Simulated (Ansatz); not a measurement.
Cl:

```
Cl
1.0
     3.14500   -2.25000    0.00000
     3.14500    2.25000    0.00000
     0.00000    0.00000    8.21000
Cl
4
Direct
  0.37000 0.63000 0.40000
  0.13000 0.87000 0.90000
  0.63000 0.37000 0.60000
  0.87000 0.13000 0.10000
```

- Program: Ansatz 0.2.0
- Task: relaxation of cell and atoms
- Functional: PBE
- Dispersion: D3(BJ)
- Potentials or basis: Ansatz PAW
- Cutoff: 420 eV (not typed: the program's choice for these potentials)
- k mesh: 7 × 7 × 4
- Occupations: fermi-dirac, width 0.05 eV
- Spin: no spin polarisation

At the start: volume 29.05 Å³/atom.

Q: How do energy, volume and symmetry change on relaxing?

A: It ends after 9 steps and the volume is 27.15 Å³/atom (-6.5 %); space group Cmce (No. 64, to 0.05 Å).

Step by step:
```csv
step,energy change (eV),largest force (eV/Å),volume (Å³)
1,0.0000,0.0999,116.19
2,-0.0302,0.1057,111.72
3,-0.0378,0.0240,109.91
4,-0.0454,0.0074,108.53
5,-0.0505,0.0484,107.88
6,-0.0513,0.0021,108.60
7,-0.0513,0.0072,108.63
8,-0.0514,0.0006,108.61
9,-0.0514,0.0007,108.61
```

Final structure:
```
CELL_PARAMETERS angstrom
3.29567 -2.03619 0.00000
3.29567 2.03619 0.00000
0.00000 0.00000 8.09237
ATOMIC_POSITIONS crystal
Cl 0.37556 0.62444 0.39114
Cl 0.12444 0.87556 0.89114
Cl 0.62444 0.37556 0.60886
Cl 0.87556 0.12444 0.10886
```

Caveat: the plane-wave basis is chosen anew once the cell has moved, so the energies of steps on either side of that aren't comparable.
